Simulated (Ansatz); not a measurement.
## Bi under changes of volume

One of the cells (40.900 Å³/atom); the others are scaled copies at fixed shape and fractional positions:

```
CELL_PARAMETERS angstrom
-4.44975 4.44975 2.06563
4.44975 -4.44975 2.06563
4.44975 4.44975 -2.06563
ATOMIC_POSITIONS crystal
Bi 0.14566 0.35434 0.50000
Bi 0.85434 0.64566 0.50000
Bi 0.64566 0.14566 0.79131
Bi 0.35434 0.85434 0.20869
```

This isn't the form of Bi at room conditions, which is rhombohedral.

```yaml
Program: Ansatz 0.2.0
Functional: PBEsol
Potentials_or_basis: all-electron LAPW, scalar-relativistic
Cutoff: 175 eV (chosen from the basis error)
Basis_error_allowed: 0.001 eV/atom
k_mesh: 7 × 7 × 7
Occupations: fermi-dirac, width 0.05 eV
Spin: no spin polarisation
```

```tsv
volume (Å³/atom)	energy over the lowest point (meV/atom)	pressure (GPa)	largest force (eV/Å)
38.446	?	?	?
39.264	0.00	-0.2	0.011
40.082	3.30	-1.1	0.058
40.900	10.50	-1.8	0.121
41.718	21.19	-2.4	0.179
42.536	34.97	-3.0	0.231
43.354	51.59	-3.5	0.278
```

Problem. What does the run at 38.446 Å³/atom give?

Solution. Energy over the lowest point 1.07 meV/atom; pressure 0.7 GPa; largest force 0.087 eV/Å.

Worked out: A Birch-Murnaghan fit of order 3 (a polynomial in V^(-2/3)) to the other rows has its minimum at 39.04 Å³/atom, just outside them, with B0 = V·E''(V) = 42 GPa and B' = 4.2 at fixed shape and positions, which overstates the stiffness. It gives 1.03 meV/atom at 38.446 Å³/atom, against the run's 1.07, and -dE/dV = 0.7 GPa, against 0.7.

Energies are extrapolated to zero smearing.
